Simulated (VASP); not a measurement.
# NaI (Fm-3m) in VASP: notebook

Aim: see how the results for NaI move with the level of theory and the settings. Levels: PBE+D3(BJ), PBEsol, PBE. Tasks: relaxation of the atoms, relaxation of cell and atoms.

Everything below comes from runs of VASP 6.6.1. Logs are shortened: lines on timing, memory, paths and dates and some standing lists are left out, and cuts for length are marked.

## 1. The crystal as given

Symmetry: Fm-3m, No. 225, cubic system. Conventional cell: a = 6.473 Å, b = 6.473 Å, c = 6.473 Å, α = 90.00°, β = 90.00°, γ = 90.00°. Around Na (site symmetry m-3m) lie 6 I at 3.24 Å. I (site symmetry m-3m) is surrounded by 6 Na at 3.24 Å.

## 2. Relaxation of the atoms, PBE+D3(BJ) (a relaxed cell with its volume scaled by 1.06)

The input, INCAR:

```
ALGO = Fast ; EDIFF = 1E-7
EDIFFG = -0.01 ; ENCUT = 600
GGA = PE ; IBRION = 2
ISIF = 2 ; ISMEAR = 0
IVDW = 12 ; LASPH = True
LCHARG = False ; LREAL = False
LWAVE = False ; NELM = 80
NSW = 40 ; PREC = Accurate
SIGMA = 0.03
```

The input, KPOINTS:

```
k-points
0
Gamma
  8 8 8
```

The input, POSCAR:

```
NaI                                     
1.0
    0.0000000000      3.2441259070      3.2441259070
    3.2441259070      0.0000000000      3.2441259070
    3.2441259070      3.2441259070      0.0000000000
  Na              I             
     1     1
Direct
     0.0000000000000000    0.0000000000000000    0.0000000000000000
     0.5000000000000000    0.5000000000000000    0.5000000000000000
```

Potentials or basis: VASP PAW PBE potentials, release 64 (Na_pv, I).

Launch:

```
$ cat potpaw_PBE.64/Na_pv/POTCAR potpaw_PBE.64/I/POTCAR > POTCAR
$ mpirun -np 1 vasp_std > vasp.out
```

OUTCAR:

```text
EDIFF = 1E-7
   EDIFFG = -0.01
   ENCUT = 600
   GGA = PE
   IBRION = 2
   ISIF = 2
   ISMEAR = 0
   IVDW = 12
   LASPH = True
   LREAL = False
   NELM = 80
   NSW = 40
   PREC = Accurate
 IVDW          = 12

 ion  position               nearest neighbor table
   1  0.000  0.000  0.000-
   2  0.500  0.500  0.500-

  LATTYP: Found a face centered cubic cell.
 ALAT       =     6.4882518140

  Lattice vectors:

 A1 = (   0.0000000000,   3.2441259070,   3.2441259070)
 A2 = (   3.2441259070,   0.0000000000,   3.2441259070)
 A3 = (   3.2441259070,   3.2441259070,   0.0000000000)

Analysis of symmetry for initial positions (statically):
=====================================================================
 Subroutine PRICEL returns:
 Original cell was already a primitive cell.

 Routine SETGRP: Setting up the symmetry group for a
 face centered cubic supercell.

 Subroutine GETGRP returns: Found 48 space group operations
 (whereof 48 operations were pure point group operations)
 out of a pool of 48 trial point group operations.

The static configuration has the point symmetry O_h .

Analysis of symmetry for dynamics (positions and initial velocities):
=====================================================================
 Subroutine PRICEL returns:
 Original cell was already a primitive cell.

 Routine SETGRP: Setting up the symmetry group for a
 face centered cubic supercell.

 Subroutine GETGRP returns: Found 48 space group operations
 (whereof 48 operations were pure point group operations)
 out of a pool of 48 trial point group operations.

The dynamic configuration has the point symmetry O_h .

 Subroutine INISYM returns: Found 48 space group operations
 (whereof 48 operations are pure point group operations),
 and found     1 'primitive' translations

----------------------------------------------------------------------------------------

                                     Primitive cell

  volume of cell :      68.2847

  direct lattice vectors                    reciprocal lattice vectors
     0.000000000  3.244125907  3.244125907    -0.154124721  0.154124721  0.154124721
     3.244125907  0.000000000  3.244125907     0.154124721 -0.154124721  0.154124721
     3.244125907  3.244125907  0.000000000     0.154124721  0.154124721 -0.154124721

  length of vectors
     4.587886856  4.587886856  4.587886856     0.266951847  0.266951847  0.266951847

  position of ions in fractional coordinates (direct lattice)
     0.000000000  0.000000000  0.000000000
     0.500000000  0.500000000  0.500000000

  ion indices of the primitive-cell ions
[... 89 lines left out ...]
   EFERMI =   0.00;   METHOD = LEGACY
   ISMEAR =     0;   SIGMA  =   0.03  broadening in eV -4-tet -1-fermi 0-gaus
   EFERMI_NEDOS =   21; number of points for ismear=-14 and -15
   IALGO  =     68    algorithm
   IMIX   =      4    mixing-type and parameters
     AMIX     =   0.40;   BMIX     =  1.00
     AMIX_MAG =   1.60;   BMIX_MAG =  1.00
  volume/ion in A,a.u.               =      34.14       230.40
  Fermi-wavevector in a.u.,A,eV,Ry     =   0.965331  1.824212 12.678792  0.931865
  Thomas-Fermi vector in A             =   2.095039
   LORBIT       =      0    0 simple, 1 ext, 2 COOP (PROOUT), +10 PAW based schemes
   GGA     = PE    functional components
   LHFCALC =     F    Hartree Fock is set to
   AEXX    =    0.0000 exact exchange contribution
   IVDW    =    12    specifies the selected vdW correction
   LEPSILON=     F    determine dielectric tensor
   LRPA    =     F    only Hartree local field effects (RPA)
 conjugate gradient relaxation of ions
 non-spin polarized calculation
 RMM-DIIS sequential band-by-band and
 Gauss-broadening in eV      SIGMA  =   0.03
  energy-cutoff  :      600.00
  volume of cell :       68.28
 maximum number of plane-waves:      2292
 NGX is ok and might be reduce to    40
   NGX = 19   NGY = 19   NGZ = 19

 number of electron      13.9999993 magnetization

 Free energy of the ion-electron system (eV)
  ---------------------------------------------------
  ext. energy  EPLUGINS =         0.00000000
  ---------------------------------------------------
  free energy    TOTEN  =        -5.38624124 eV

  energy without entropy =       -5.38624124  energy(sigma->0) =       -5.38624124

 E-fermi :   0.8786     XC(G=0):  -7.6758

 val. band max:        0.7571837746   @ k =   0.0000   0.0000   0.0000
 cond. band min:       4.3790324299   @ k =   0.0000   0.0000   0.0000
 fundamental gap:      3.6218486553
 Fermi energy:         0.8785574432

 k-point     1 :       0.0000    0.0000    0.0000
  band No.  band energies     occupation
      1     -21.6904      2.00000
      2     -21.6904      2.00000
      3     -21.6904      2.00000
      4     -10.2421      2.00000
      5       0.7572      2.00000
      6       0.7572      2.00000
      7       0.7572      2.00000
      8       4.3790      0.00000
      9       8.6866      0.00000
     10       8.6866      0.00000
     11       8.6866      0.00000
[... 309 lines left out ...]
 k-point    24 :      -0.3750    0.2500    0.1250
  band No.  band energies     occupation
      1     -21.6946      2.00000
      2     -21.6920      2.00000
      3     -21.6912      2.00000
      4      -9.8938      2.00000
      5      -1.1260      2.00000
      6      -0.1412      2.00000
      7       0.2789      2.00000
      8       6.8852      0.00000
      9       7.0419      0.00000
     10       9.0063      0.00000
     11       9.0077      0.00000

 [... further k-points ...]

------------------------ aborting loop because EDIFF is reached ----------------------------------------

 Edisp (eV)   -0.50140

 E8    (eV) :    -0.2320

  FORCE on cell =-STRESS in cart. coord.  units (eV):
  Direction    XX          YY          ZZ          XY          YZ          ZX
  --------------------------------------------------------------------------------------
  -------------------------------------------------------------------------------------
  Total      -0.41551    -0.41551    -0.41551     0.00000     0.00000     0.00000
  in kB      -9.74913    -9.74913    -9.74913     0.00000     0.00000     0.00000
  external pressure =       -9.75 kB  Pullay stress =        0.00 kB

 VOLUME and BASIS-vectors are now :
 -----------------------------------------------------------------------------
  energy-cutoff  :      600.00
  volume of cell :       68.28
      direct lattice vectors                 reciprocal lattice vectors
     0.000000000  3.244125907  3.244125907    -0.154124721  0.154124721  0.154124721
     3.244125907  0.000000000  3.244125907     0.154124721 -0.154124721  0.154124721
     3.244125907  3.244125907  0.000000000     0.154124721  0.154124721 -0.154124721

 POSITION                                       TOTAL-FORCE (eV/Angst)
 -----------------------------------------------------------------------------------
      0.00000      0.00000      0.00000        -0.000000      0.000000     -0.000000
      3.24413      3.24413      3.24413         0.000000      0.000000      0.000000
 -----------------------------------------------------------------------------------
    total drift:                                0.000000     -0.000000     -0.000000

  FREE ENERGIE OF THE ION-ELECTRON SYSTEM (eV)
  ---------------------------------------------------
  free  energy   TOTEN  =        -5.8876448066 eV

  energy  without entropy=       -5.8876448065  energy(sigma->0) =       -5.88764481

 reached required accuracy - stopping structural energy minimisation
```

OSZICAR:

```text
N       E                     dE             d eps       ncg     rms          rms(c)
DAV:   1     0.804649380833E+02    0.80465E+02   -0.73318E+03   638   0.127E+03
DAV:   2     0.176839190966E+01   -0.78697E+02   -0.74372E+02   690   0.243E+02
DAV:   3    -0.523220554136E+01   -0.70006E+01   -0.69446E+01   787   0.723E+01
DAV:   4    -0.544837610652E+01   -0.21617E+00   -0.21592E+00   728   0.128E+01
DAV:   5    -0.545478431896E+01   -0.64082E-02   -0.64080E-02   775   0.239E+00    0.164E+00
RMM:   6    -0.539274635685E+01    0.62038E-01   -0.69276E-02   638   0.155E+00    0.110E+00
RMM:   7    -0.538471603771E+01    0.80303E-02   -0.96117E-02   640   0.160E+00    0.525E-01
RMM:   8    -0.538641190914E+01   -0.16959E-02   -0.57146E-03   655   0.983E-01    0.171E-01
RMM:   9    -0.538620351304E+01    0.20840E-03   -0.12968E-03   698   0.396E-01    0.431E-02
RMM:  10    -0.538623640896E+01   -0.32896E-04   -0.31990E-04   768   0.200E-01    0.505E-02
RMM:  11    -0.538624005181E+01   -0.36429E-05   -0.52694E-05   793   0.817E-02    0.663E-03
RMM:  12    -0.538624113751E+01   -0.10857E-05   -0.61152E-06   786   0.268E-02    0.312E-03
RMM:  13    -0.538624124198E+01   -0.10446E-06   -0.73006E-07   640   0.895E-03    0.202E-03
RMM:  14    -0.538624124160E+01    0.37403E-09   -0.10604E-07   442   0.396E-03
   1 F= -.58876448E+01 E0= -.58876448E+01  d E =-.588764E+01
```

Run time: 22 s. Hardware: 1 thread of AMD EPYC 9R14 (Zen 4), shared host; peak memory 0.21 GiB.

What came out:

```yaml
Free_energy: -5.8876 eV
Pressure_after_relaxing: -1.0 GPa
Band_gap_on_the_k_mesh: 3.62 eV, direct
Dispersion_energy_per_atom: -0.251 eV
```

Final structure:
```yaml
crystal:
  lattice:
    - [0.00000, 3.24413, 3.24413]
    - [3.24413, 0.00000, 3.24413]
    - [3.24413, 3.24413, 0.00000]
  atoms:
    - { symbol: Na, position: [0.00000, 0.00000, 0.00000] }
    - { symbol: I, position: [0.50000, 0.50000, 0.50000] }
```

Caveat: the relaxation stopped at its first step, so nothing moved; spin-orbit coupling is left out, which moves the levels of the heavy elements.

## 3. Relaxation of cell and atoms, PBEsol

The input, INCAR:

```
SYSTEM = NaI
PREC = Accurate
ENCUT = 600
EDIFF = 1E-6
ISMEAR = 0
SIGMA = 0.03
LREAL = .FALSE.
LASPH = .TRUE.
NELM = 80
ALGO = Normal
ISIF = 3
LWAVE = .FALSE.
LCHARG = .FALSE.
GGA = PS
IBRION = 2
NSW = 90
EDIFFG = -0.01
```

The input, KPOINTS:

```
regular mesh
0
G
  8 8 8
  0 0 0
```

The input, POSCAR:

```
NaI
1.0
    0.0000000000      3.2364000000      3.2364000000
    3.2364000000      0.0000000000      3.2364000000
    3.2364000000      3.2364000000      0.0000000000
Na I
1 1
Direct
    0.0000000000      0.0000000000      0.0000000000
    0.5000000000      0.5000000000      0.5000000000
```

Potentials or basis: VASP PAW PBE potentials, release 64 (Na_pv, I).

Launch:

```
$ cat potpaw_PBE.64/Na_pv/POTCAR potpaw_PBE.64/I/POTCAR > POTCAR
$ mpirun -np 1 vasp_std > vasp.out
```

OUTCAR:

```text
SYSTEM = NaI
   PREC = Accurate
   ENCUT = 600
   EDIFF = 1E-6
   ISMEAR = 0
   LREAL = .FALSE.
   LASPH = .TRUE.
   NELM = 80
   ISIF = 3
   GGA = PS
   IBRION = 2
   NSW = 90
   EDIFFG = -0.01

 ion  position               nearest neighbor table
   1  0.000  0.000  0.000-
   2  0.500  0.500  0.500-

  LATTYP: Found a face centered cubic cell.
 ALAT       =     6.4728000000

  Lattice vectors:

 A1 = (   0.0000000000,   3.2364000000,   3.2364000000)
 A2 = (   3.2364000000,   0.0000000000,   3.2364000000)
 A3 = (   3.2364000000,   3.2364000000,   0.0000000000)

Analysis of symmetry for initial positions (statically):
=====================================================================
 Subroutine PRICEL returns:
 Original cell was already a primitive cell.

 Routine SETGRP: Setting up the symmetry group for a
 face centered cubic supercell.

 Subroutine GETGRP returns: Found 48 space group operations
 (whereof 48 operations were pure point group operations)
 out of a pool of 48 trial point group operations.

The static configuration has the point symmetry O_h .

Analysis of symmetry for dynamics (positions and initial velocities):
=====================================================================
 Subroutine PRICEL returns:
 Original cell was already a primitive cell.

 Routine SETGRP: Setting up the symmetry group for a
 face centered cubic supercell.

 Subroutine GETGRP returns: Found 48 space group operations
 (whereof 48 operations were pure point group operations)
 out of a pool of 48 trial point group operations.

The dynamic configuration has the point symmetry O_h .

 Subroutine INISYM returns: Found 48 space group operations
 (whereof 48 operations are pure point group operations),
 and found     1 'primitive' translations

----------------------------------------------------------------------------------------

[... 133 lines left out ...]

 number of electron      13.9999994 magnetization

 Free energy of the ion-electron system (eV)
  ---------------------------------------------------
  ext. energy  EPLUGINS =         0.00000000
  ---------------------------------------------------
  free energy    TOTEN  =        -5.66693821 eV

  energy without entropy =       -5.66693821  energy(sigma->0) =       -5.66693821

------------------------ aborting loop because EDIFF is reached ----------------------------------------

  FORCE on cell =-STRESS in cart. coord.  units (eV):
  Direction    XX          YY          ZZ          XY          YZ          ZX
  --------------------------------------------------------------------------------------
  -------------------------------------------------------------------------------------
  Total       -0.2042847     -0.2042847     -0.2042847      0.0000000     -0.0000000      0.0000000
  in kB       -4.8275844     -4.8275844     -4.8275844      0.0000000     -0.0000000      0.0000000
  external PRESSURE =      -4.8275844 kB  Pullay stress =       0.0000000 kB
[... 59 lines left out ...]
--------------------------------------- Ionic step        3  -------------------------------------------

 number of electron      14.0000002 magnetization

 Free energy of the ion-electron system (eV)
  ---------------------------------------------------
  ext. energy  EPLUGINS =         0.00000000
  ---------------------------------------------------
  free energy    TOTEN  =        -5.67013563 eV

  energy without entropy =       -5.67013563  energy(sigma->0) =       -5.67013563

 E-fermi :   1.0493     XC(G=0):  -7.9623

 val. band max:        0.9193839682   @ k =   0.0000   0.0000   0.0000
 cond. band min:       4.4990126935   @ k =   0.0000   0.0000   0.0000
 fundamental gap:      3.5796287253
 Fermi energy:         1.0493295332

 k-point     1 :       0.0000    0.0000    0.0000
  band No.  band energies     occupation
      1     -21.2953      2.00000
      2     -21.2953      2.00000
      3     -21.2953      2.00000
      4     -10.2135      2.00000
      5       0.9194      2.00000
      6       0.9194      2.00000
      7       0.9194      2.00000
      8       4.4990      0.00000
      9       8.7639      0.00000
     10       8.7639      0.00000
     11       8.7639      0.00000
[... 309 lines left out ...]
 k-point    24 :      -0.3750    0.2500    0.1250
  band No.  band energies     occupation
      1     -21.3006      2.00000
      2     -21.2972      2.00000
      3     -21.2963      2.00000
      4      -9.8223      2.00000
      5      -1.1156      2.00000
      6      -0.0643      2.00000
      7       0.3962      2.00000
      8       6.9569      0.00000
      9       7.2077      0.00000
     10       9.1740      0.00000
     11       9.1908      0.00000

 [... further k-points ...]

------------------------ aborting loop because EDIFF is reached ----------------------------------------

  FORCE on cell =-STRESS in cart. coord.  units (eV):
  Direction    XX          YY          ZZ          XY          YZ          ZX
  --------------------------------------------------------------------------------------
  -------------------------------------------------------------------------------------
  Total       -0.0123183     -0.0123183     -0.0123183      0.0000000      0.0000000     -0.0000000
  in kB       -0.2995622     -0.2995622     -0.2995622      0.0000000      0.0000000     -0.0000000
  external PRESSURE =      -0.2995622 kB  Pullay stress =       0.0000000 kB
[... 17 lines left out ...]
  FREE ENERGIE OF THE ION-ELECTRON SYSTEM (eV)
  ---------------------------------------------------
  free  energy   TOTEN  =        -5.6701356327 eV

  energy  without entropy=       -5.6701356327  energy(sigma->0) =       -5.67013563

 reached required accuracy - stopping structural energy minimisation
```

OSZICAR:

```text
N       E                     dE             d eps       ncg     rms          rms(c)
DAV:   1     0.787504173078E+02    0.78750E+02   -0.71274E+03   638   0.123E+03
DAV:   2     0.162093199149E+01   -0.77129E+02   -0.72010E+02   688   0.240E+02
DAV:   3    -0.549704533531E+01   -0.71180E+01   -0.70652E+01   776   0.733E+01
[... 25 lines left out ...]
DAV:   5    -0.567016961071E+01    0.82867E-04   -0.89830E-06   707   0.385E-02    0.338E-02
DAV:   6    -0.567013581645E+01    0.33794E-04   -0.47683E-05   713   0.911E-02    0.694E-02
DAV:   7    -0.567013758654E+01   -0.17701E-05   -0.16285E-06   638   0.102E-02    0.135E-01
DAV:   8    -0.567013532646E+01    0.22601E-05   -0.19311E-06   638   0.898E-03    0.430E-02
DAV:   9    -0.567013563265E+01   -0.30620E-06   -0.39584E-07   319   0.501E-03
   3 F= -.56701356E+01 E0= -.56701356E+01  d E =-.319742E-02
```

It took 30 s on 1 thread of Intel Xeon 6975P-C (Granite Rapids), shared host; peak memory 0.25 GiB.

Results:

```
Free energy                            : -5.6701 eV
Relaxed volume                         : 32.94 Å³/atom
Relaxed cell                           : a = 4.533 Å, b = 4.533 Å, c = 4.533 Å, α = 60.00°, β = 60.00°, γ = 60.00°
Space group after relaxing (to 0.05 Å) : Fm-3m (No. 225)
Energy gained by relaxing              : 1.6 meV/atom
Ionic steps                            : 3
Pressure after relaxing                : 0.0 GPa
Band gap on the k mesh                 : 3.58 eV, direct
```

The path:
```
step  energy change (eV)  largest force (eV/Å)  pressure (GPa)  volume (Å³)
   1              0.0000                0.0000           -0.48        67.80
   2             -0.0023                0.0000           -0.26        66.80
   3             -0.0032                0.0000           -0.03        65.88
```

Final structure:
```yaml
crystal:
  lattice:
    - [0.00000, 3.20564, 3.20564]
    - [3.20564, 0.00000, 3.20564]
    - [3.20564, 3.20564, 0.00000]
  atoms:
    - { symbol: Na, position: [0.00000, 0.00000, 0.00000] }
    - { symbol: I, position: [0.50000, 0.50000, 0.50000] }
```

Caveat: the PAW data sets were made with another functional, which shifts forces and pressure a little; spin-orbit coupling is left out, which moves the levels of the heavy elements. Expect the measured gap to be larger: semilocal functionals such as PBEsol lack the derivative discontinuity.

(Continued in part 2 of 2.)
